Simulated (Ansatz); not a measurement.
**Structure relaxation of TiC**

Computed with DFT PBE, scalar-relativistic, plane waves, PAW in Ansatz. Cutoff 420 eV, Γ-centred k mesh, Gaussian smearing, no spin polarisation in the final step.

The start is a random cell of TiC with space group Cmmm (No. 65), drawn with lower limits on the distances.

```xyz
4
Lattice="1.6462 -2.1364 0.0000 1.6462 2.1364 0.0000 0.0000 0.0000 6.2696" Properties=species:S:1:pos:R:3 pbc="T T T"
Ti    0.0000    0.0000    1.5674
Ti    0.0000    0.0000    4.7022
C     0.8231    0.0000    0.0000
C     2.4694    0.0000    0.0000
```

Cell and atoms relax at zero pressure; the relaxation can't lower the symmetry of the start. After a coarse first stage the cell is made exact in the group found at 0.06 Å.

Formation energies are uncorrected and refer to the elements' standard structures at the same level.

(1) What does it relax into?

(2) What are its volume, energy, density and gap?

## Answers

(1) It keeps Cmmm (No. 65). Conventional cell: a = 2.645 Å, b = 5.455 Å, c = 7.165 Å. Around Ti lie 2 C at 2.28 Å; C has 2 C at 1.31–1.33 Å.

```cif
data_structure
_symmetry_space_group_name_H-M 'Cmmm'
_symmetry_Int_Tables_number 65
_cell_length_a 2.6448
_cell_length_b 5.4552
_cell_length_c 7.1654
_cell_angle_alpha 90.000
_cell_angle_beta 90.000
_cell_angle_gamma 90.000
_cell_volume 103.38
loop_
_atom_site_label
_atom_site_type_symbol
_atom_site_symmetry_multiplicity
_atom_site_Wyckoff_symbol
_atom_site_fract_x
_atom_site_fract_y
_atom_site_fract_z
_atom_site_occupancy
Ti1 Ti 4 k 0.00000 0.00000 0.30505 1
C1 C 4 g 0.24795 0.00000 0.00000 1
```

(2) The volume per atom is 12.92 Å³ and the density is 3.85 g/cm³. The energy over the elements is 0.81 eV/atom and the gap on the 20×20×8 mesh is 0 eV (a metal).

The final run used a 20×20×8 mesh on its 4-atom cell and 0.10 eV smearing. The k mesh leaves about 4 meV/atom of noise in metals. A structure relaxed within its symmetry needn't be a true minimum.

Cost: 2 runs of about 3.3 core-minutes in all, on Intel Xeon 6975P-C (Granite Rapids) (shared hosts).